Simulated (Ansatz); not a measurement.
Relaxed CaF₂ (fluorite):

```
CELL_PARAMETERS angstrom
      0.00000     2.71957     2.71957
      2.71957     0.00000     2.71957
      2.71957     2.71957     0.00000
ATOMIC_POSITIONS crystal
  Ca 0.00000 0.00000 0.00000
  F  0.25000 0.25000 0.25000
  F  0.75000 0.75000 0.75000
```

The atoms are displaced by Q × the pattern below (from a DFPT mode at Γ, largest move 1; Q in Å), at fixed cell. It is one choice among 3 degenerate patterns.

| atom | x | y | z |
|---|---|---|---|
| Ca1 | 0.000 | 0.000 | 0.948 |
| F2 | 0.000 | 0.000 | -1.000 |
| F3 | 0.000 | 0.000 | -1.000 |

The numbers are results of r2SCAN (plane waves to 500 eV, PAW, scalar-relativistic; Ansatz, a program for electronic structure), not measurements. k mesh 11×11×11 (Γ-centred), Fermi-Dirac smearing 0.05 eV. The energy includes the smearing's −TS. CaF2 was relaxed with its symmetry unable to fall. The zero of ΔE is the undisplaced structure.

| Q (Å) | ΔE (meV/cell) |
|---|---|
| -0.2800 | 759 |
| -0.2333 | 525 |
| -0.1867 | 334 |
| -0.1400 | 186 |
| -0.0933 | withheld |
| -0.0467 | 20 |
| 0.0000 | 0 |
| 0.0467 | 20 |
| 0.0933 | withheld |
| 0.1400 | 186 |
| 0.1867 | 334 |
| 0.2333 | 525 |
| 0.2800 | 759 |

Problem. Fit an even polynomial form (powers 2, 4) to the given rows and predict ΔE at Q = -0.0933.

Solution. Least squares on the 11 given rows: ΔE = (9496)·Q² + (2430)·Q⁴, in meV/cell with Q in Å; root-mean-square residual 0.7 meV/cell. At -0.0933 the fit gives 83 meV/cell; the calculation gives 82 meV/cell, so the interpolation is off by 1 (+1.2 %). The quadratic term alone would give 83 meV/cell.

(For displaced atoms, the force is minus the slope of the energy, and its curvature is a force constant, which sets phonon frequencies.)
